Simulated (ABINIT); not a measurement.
Set up this calculation in ABINIT 10.8.3 (patched build), as the native input.

- Task: equation of state
- Functional: PBE
- Potentials or basis: JTH PAW PBE v2.0
- Cutoff: 517 eV
- k mesh: 9 × 9 × 9
- Occupations: fermi-dirac, width 0.05 eV
- Spin: no spin polarisation
- Fine-grid cutoff: 1034.03 eV
- Exchange and correlation inside the PAW spheres: full angular mesh (pawxcdev 0, this build's default; the released program takes 1)

Hg:

```
Hg
1.0
     2.12432   -2.67258    0.00000
     2.12432    2.67258    0.00000
    -2.11513    0.00000    2.89220
Hg
1
Direct
  0.00000 0.00000 0.00000
```

One way to write it, as run:

run.abi

```
ndtset 7
getwfk -1
scalecart1 3*0.9795861087
scalecart2 3*0.9864848297
scalecart3 3*0.9932883884
scalecart4 3*1.0000000000
scalecart5 3*1.0066227096
scalecart6 3*1.0131594038
scalecart7 3*1.0196128224

pp_dirpath "./"
pseudos "Hg.GGA_PBE-JTH.xml"

acell 3*1.0
rprim
     4.0143801519    -5.0504489637     0.0000000000
     4.0143801519     5.0504489637     0.0000000000
    -3.9970141737     0.0000000000     5.4654640160
ntypat 1
znucl 80
natom 1
typat 1
chkprim 0
chksymtnons 0
tolsym 1.0e-6
xred
     0.0000000000     0.0000000000     0.0000000000

ecut 19.0
pawecutdg 38.0

kptopt 1
ngkpt 9 9 9
nshiftk 1
shiftk 0.0 0.0 0.0

ixc 11

nband 10
occopt 3
tsmear 0.05 eV

nstep 100
tolvrs 1.0e-9

iomode 3
prtwf 1
prtden 0
prteig 0
prtebands 0
```

Potentials or basis: JTH PAW PBE v2.0.

Launch:

```sh
$ abinit run.abi > log 2>&1
```

It gave:

| Quantity | Value |
| --- | --- |
| Equilibrium volume | outside the volumes run |

Run time: 6.2 min on 1 thread of Arm Neoverse V1, on a shared host, peak memory 0.21 GiB.
